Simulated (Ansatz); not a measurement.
# HfO2: the cost of one run

Computed with Ansatz 0.2.0 (DFT PBE, scalar-relativistic, plane waves, PAW, unless a step's input says otherwise).

## 1. The system as given

It takes space group Pca2_1 (No. 29, orthorhombic). Conventional cell: a = 5.260 Å, b = 5.068 Å, c = 5.077 Å, α = 90.00°, β = 90.00°, γ = 90.00°. Hf (site symmetry 1) is surrounded by 7 O at 2.05 to 2.26 Å. Around O (site symmetry 1) lie 3 Hf at 2.05 to 2.15 Å. Around O (site symmetry 1) lie 4 Hf at 2.11 to 2.26 Å.

Coordinates:

```xyz
12
Lattice="5.2600 0.0000 0.0000 0.0000 5.0680 0.0000 0.0000 0.0000 5.0770" Properties=species:S:1:pos:R:3 pbc="T T T"
Hf    5.1022    3.7148    3.8077
Hf    0.1578    1.3532    1.2692
Hf    2.4722    1.3532    3.8077
Hf    2.7878    3.7148    1.2692
O     3.3611    4.7234    4.5388
O     1.8989    0.3446    2.0003
O     0.7311    0.3446    4.5388
O     4.5289    4.7234    2.0003
O     4.0555    2.3465    0.0000
O     1.2045    2.7215    2.5385
O     1.4255    2.7215    0.0000
O     3.8345    2.3465    2.5385
```

## 2. Relaxing cell and atoms: HfO2, no spin

The input, input.yaml:

```yaml
crystal:
  lattice:
    - [5.26, 0.0, 0.0]
    - [0.0, 5.068, 0.0]
    - [0.0, 0.0, 5.077]
  atoms:
    - { symbol: Hf, position: [0.97, 0.733, 0.75] }
    - { symbol: Hf, position: [0.03, 0.267, 0.25] }
    - { symbol: Hf, position: [0.47, 0.267, 0.75] }
    - { symbol: Hf, position: [0.53, 0.733, 0.25] }
    - { symbol: O, position: [0.639, 0.932, 0.894] }
    - { symbol: O, position: [0.361, 0.068, 0.394] }
    - { symbol: O, position: [0.139, 0.068, 0.894] }
    - { symbol: O, position: [0.861, 0.932, 0.394] }
    - { symbol: O, position: [0.771, 0.463, 0.0] }
    - { symbol: O, position: [0.229, 0.537, 0.5] }
    - { symbol: O, position: [0.271, 0.537, 0.0] }
    - { symbol: O, position: [0.729, 0.463, 0.5] }
scf:
  occupations: { method: fixed }
output:
  forces: true
  stress: true
  eigenvalues: true
  write_density: true
  write_potential: true
  elf: true
  volumetric_format: npy
hamiltonian:
  xc: pbe
basis:
  ecutwfc: 600
kpoints:
  mp_grid: { grid: [4, 4, 4] }
relax:
  f_tol: 0.003
  max_steps: 80
  cell: { stress_tol: 0.05 }
```

On the command line:

```sh
> ansatz run input.yaml --threads 6 --pin off --max-ram 16384MiB --backend cpu --events-out ev --progress --plain --runs-dir out
```

**Question.** How long does this run take on 6 threads of AMD EPYC 7R43 (Zen 3), shared host, and how much memory does it need?

About 98 s, with a peak of 1.2 GiB.
